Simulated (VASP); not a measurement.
# Settings for GaN: vacuum levels of a slab or layer

GaN, slab, 8 atoms in the cell. LDA; PAW potentials Ga_d, N (LDA set). VASP 6.6.1.

Wanted: face levels within 0.04 eV; energy within 2 meV/atom; forces within 0.02 eV/Å.

Crystal: GaN, P6_3mc; Face: (0 0 1); Atomic planes: 8; Dipole correction: yes.

Face levels: vacuum level at each face, counted from the Fermi level.

POSCAR of the starting run:
```
GaN
1.0
    3.1567723004      0.0000000000      0.0000000000
   -1.5783861502      2.7338450060      0.0000000000
    0.0000000000      0.0000000000     23.3584405891
Ga N
4 4
Direct
    0.6666666700      0.3333333300      0.3483409832
    0.3333333300      0.6666666700      0.4585329628
    0.6666666700      0.3333333300      0.5687249425
    0.3333333300      0.6666666700      0.6789169221
    0.6666666700      0.3333333300      0.4312750575
    0.3333333300      0.6666666700      0.3210830779
    0.6666666700      0.3333333300      0.6516590168
    0.3333333300      0.6666666700      0.5414670372
```

The series start from vacuum (Å): 15; correction: LDIPOL, IDIPOL 3, DIPOL, AMIN 0.01; k spacing (1/Å): 0.3; Cutoff ENCUT (eV): 525; SCF threshold EDIFF (eV): 1e-6; PREC: Accurate; LREAL: .FALSE.; ALGO: Normal. Each series keeps the choices made before it, and each single choice may use up half of a tolerance.

## Vacuum (Å)

| Vacuum (Å) | Face levels, largest deviation (eV) | Energy less reference (meV/atom) | Forces, largest deviation (eV/Å) | SCF iterations | Time (s) |
|---|---|---|---|---|---|
| 6 | 0.361 | 0.2 | 0.034 | 51 | 30 |
| 8 | 0.071 | -0.4 | 0.003 | 31 | 25 |
| 10 | 0.011 | -0.4 | 0.003 | 31 | 23 |
| 12 | 0.012 | -0.4 | 0.003 | 35 | 29 |
| 15 | 0.001 | -0.2 | 0.001 | 34 | 34 |
| 20 | 0.000 | -0.1 | 0.001 | 37 | 42 |
| 25 (reference) | 0.000 | 0.0 | 0.000 | 43 | 59 |

Chosen: 10, the loosest value from which every tighter one stays within half of the tolerance.

## Correction

| Correction | Face levels, largest deviation (eV) | Energy less reference (meV/atom) | Forces, largest deviation (eV/Å) | SCF iterations | Time (s) |
|---|---|---|---|---|---|
| LDIPOL, IDIPOL 3, DIPOL, AMIN 0.01 | 0.000 | 0.0 | 0.000 | 31 | 23 |
| LDIPOL, default AMIN | 0.003 | 0.0 | 0.016 | 28 | 20 |
| LDIPOL, no DIPOL | no result | no result | no result | 150 | 110 |
| IDIPOL 3 alone (energy only) | 1.631 | 7.8 | 0.083 | 31 | 24 |
| kernel truncation, coarsened | 0.105 | 0.5 | 0.002 | 34 | 32 |
| kernel truncation, full padding | 0.005 | 0.5 | 0.002 | 32 | 32 |

Chosen: LDIPOL, IDIPOL 3, DIPOL, AMIN 0.01; no other choice that stays within half of the tolerance saves 30 % of the time.

## k spacing (1/Å)

| k spacing (1/Å) | Face levels, largest deviation (eV) | Energy less reference (meV/atom) | Forces, largest deviation (eV/Å) | SCF iterations | Time (s) |
|---|---|---|---|---|---|
| 0.6 | 0.080 | 9.9 | 0.046 | 36 | 12 |
| 0.45 | 0.043 | 1.3 | 0.086 | 35 | 20 |
| 0.3 | 0.007 | -1.8 | 0.016 | 31 | 23 |
| 0.22 | 0.001 | 0.4 | 0.009 | 33 | 38 |
| 0.16 (reference) | 0.000 | 0.0 | 0.000 | 31 | 55 |

Chosen: 0.22.

## Cutoff ENCUT (eV)

| Cutoff ENCUT (eV) | Face levels, largest deviation (eV) | Energy less reference (meV/atom) | Forces, largest deviation (eV/Å) | SCF iterations | Time (s) |
|---|---|---|---|---|---|
| 320 | 0.004 | -3.0 | 0.019 | 30 | 16 |
| 400 | 0.002 | 1.8 | 0.012 | 31 | 28 |
| 460 | 0.000 | 0.6 | 0.005 | 35 | 33 |
| 525 | 0.001 | 1.1 | 0.003 | 33 | 38 |
| 600 | 0.001 | 1.0 | 0.004 | 36 | 61 |
| 725 (reference) | 0.000 | 0.0 | 0.000 | 32 | 66 |

Chosen: 600.

## SCF threshold EDIFF (eV)

| SCF threshold EDIFF (eV) | Face levels, largest deviation (eV) | Energy less reference (meV/atom) | Forces, largest deviation (eV/Å) | SCF iterations | Time (s) |
|---|---|---|---|---|---|
| 0.001 | 0.622 | -3.6 | 0.373 | 14 | 27 |
| 0.0001 | 0.074 | -0.2 | 0.140 | 26 | 49 |
| 1e-5 | 0.002 | 0.0 | 0.003 | 33 | 61 |
| 1e-6 | 0.001 | 0.0 | 0.002 | 36 | 61 |
| 1e-7 (reference) | 0.000 | 0.0 | 0.000 | 38 | 108 |

Chosen: 1e-5.

## PREC

| PREC | Face levels, largest deviation (eV) | Energy less reference (meV/atom) | Forces, largest deviation (eV/Å) | SCF iterations | Time (s) |
|---|---|---|---|---|---|
| Accurate | 0.000 | 0.0 | 0.000 | 33 | 61 |
| Normal | 0.002 | 0.0 | 0.003 | 39 | 38 |

Chosen: Normal, the fastest of those that stay within half of the tolerance.

## LREAL

| LREAL | Face levels, largest deviation (eV) | Energy less reference (meV/atom) | Forces, largest deviation (eV/Å) | SCF iterations | Time (s) |
|---|---|---|---|---|---|
| .FALSE. | 0.000 | 0.0 | 0.000 | 39 | 38 |
| Auto | 0.006 | 0.3 | 0.019 | 30 | 30 |

Chosen: .FALSE..

## ALGO

| ALGO | Face levels, largest deviation (eV) | Energy less reference (meV/atom) | Forces, largest deviation (eV/Å) | SCF iterations | Time (s) |
|---|---|---|---|---|---|
| Normal | 0.000 | 0.0 | 0.000 | 39 | 38 |
| Fast | 0.004 | 0.0 | 0.004 | 24 | 22 |
| All | 0.007 | 0.0 | 0.018 | 68 | 66 |

Chosen: Fast.

## All choices together

| Input | Face levels, largest deviation (eV) | Energy less reference (meV/atom) | Forces, largest deviation (eV/Å) | Time (s) |
|---|---|---|---|---|
| starting input without the dipole correction (naive) | 1.565 | -3.9 | 0.063 | 38 |
| chosen settings | 0.006 | 0.9 | 0.009 | 22 |
| reference settings throughout | 0.000 | 0.0 | 0.000 | 287 |

The tolerance is met.

Values of the reference run: Face levels: 4.454, 7.912 eV.

## The input

INCAR:
```
SYSTEM = GaN
PREC = Normal
ENCUT = 600
EDIFF = 1E-5
ISMEAR = 0
SIGMA = 0.1
LREAL = .False.
LASPH = .True.
ALGO = Fast
NELM = 150
LWAVE = .False.
LCHARG = .False.
GGA = CA
KPAR = 4
LVHAR = .True.
LVACPOTAV = .True.
LDIPOL = .True.
IDIPOL = 3
DIPOL = 0.5 0.5 0.5
AMIN = 0.01
```

KPOINTS:
```
Automatic mesh
0
Gamma
  11 11 1
  0 0 0
```

POSCAR:
```
GaN
1.0
    3.1567723004      0.0000000000      0.0000000000
   -1.5783861502      2.7338450060      0.0000000000
    0.0000000000      0.0000000000     18.3584405891
Ga N
4 4
Direct
    0.6666666700      0.3333333300      0.3070359998
    0.3333333300      0.6666666700      0.4472392375
    0.6666666700      0.3333333300      0.5874424752
    0.3333333300      0.6666666700      0.7276457128
    0.6666666700      0.3333333300      0.4125575248
    0.3333333300      0.6666666700      0.2723542872
    0.6666666700      0.3333333300      0.6929640002
    0.3333333300      0.6666666700      0.5527607625
```

Commands:
```
cat potpaw_LDA.64/Ga_d/POTCAR potpaw_LDA.64/N/POTCAR > POTCAR
mpirun -np 4 vasp_std > vasp.out
```

Limits: The program found no field-free region, so the vacuum level is rough.

The chosen input took VASP 6.6.1 22 s on 4 cores (Intel Xeon 6975P-C (Granite Rapids)), a shared host.

## An input that fails: vacuum far too thin for the dipole correction

It runs to its end, but against the unchanged starting input it is off by 3.926 eV in the face levels, 110.2 meV/atom in the energy, 1.564 eV/Å in the forces.

Vacuum (Å): 15 becomes 3.
